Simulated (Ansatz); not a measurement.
## 17O NMR of the central transition in SiO₂ under strain

Cell: a structure deposited in the COD, relaxed with PBE at fixed cell and then changed (z compressed by 3 %, ions relaxed).

```yaml
crystal:
  lattice:
    - [4.97270, 0.00000, 0.00000]
    - [0.00000, 4.97270, 0.00000]
    - [0.00000, 0.00000, 6.71793]
  atoms:
    - { symbol: Si, position: [0.30979, 0.30979, 0.00000] }
    - { symbol: Si, position: [0.19021, 0.80979, 0.25000] }
    - { symbol: Si, position: [0.69021, 0.69021, 0.50000] }
    - { symbol: Si, position: [0.80979, 0.19021, 0.75000] }
    - { symbol: O, position: [0.23425, 0.12374, 0.19104] }
    - { symbol: O, position: [0.37626, 0.73425, 0.44104] }
    - { symbol: O, position: [0.76575, 0.87626, 0.69104] }
    - { symbol: O, position: [0.62374, 0.26575, 0.94104] }
    - { symbol: O, position: [0.73425, 0.37626, 0.55896] }
    - { symbol: O, position: [0.87626, 0.76575, 0.30896] }
    - { symbol: O, position: [0.26575, 0.62374, 0.05896] }
    - { symbol: O, position: [0.12374, 0.23425, 0.80896] }
```

Atoms are numbered from 1 in the order listed; like atoms form one site, named after its first atom.

Method: Kohn–Sham DFT in Ansatz, PBE, plane waves and PAW, scalar-relativistic, 420 eV cutoff, Γ-centred 6×6×5 k-points, Fermi–Dirac smearing 0.02 eV.

17O has I = 5/2 and Q = -25.58 mb (Pyykkö 2018); at 11.7 T its Larmor frequency is ν₀ = 67.6 MHz. Only the quadrupole interaction is simulated: positions count from each site's isotropic chemical shift, and J coupling is left out, as are shift anisotropy and dipolar coupling, which fast spinning averages.

**Question.** Simulate the second-order pattern (fast magic-angle spinning, Gaussian broadening 0.2 kHz) of site O (2 Si at 1.63 Å, angle 140°).

**Answer.** The calculation gives C_Q = -5.76 MHz and η = 0.25, so ν_Q = 0.864 MHz and the centre of gravity lies at -44.6 ppm (-3.01 kHz).

| offset (kHz) | height |
| --- | --- |
| -7.749 | 0 |
| -7.421 | 5 |
| -7.094 | 8 |
| -6.766 | 8 |
| -6.438 | 9 |
| -6.111 | 9 |
| -5.783 | 9 |
| -5.455 | 11 |
| -5.128 | 35 |
| -4.800 | 51 |
| -4.472 | 76 |
| -4.145 | 92 |
| -3.817 | 68 |
| -3.489 | 61 |
| -3.162 | 59 |
| -2.834 | 60 |
| -2.506 | 63 |
| -2.179 | 70 |
| -1.851 | 91 |
| -1.524 | 100 |
| -1.196 | 72 |
| -0.868 | 61 |
| -0.541 | 20 |
| -0.213 | 0 |

At O V_zz runs parallel to the line that joins its two neighbours (within 1°).
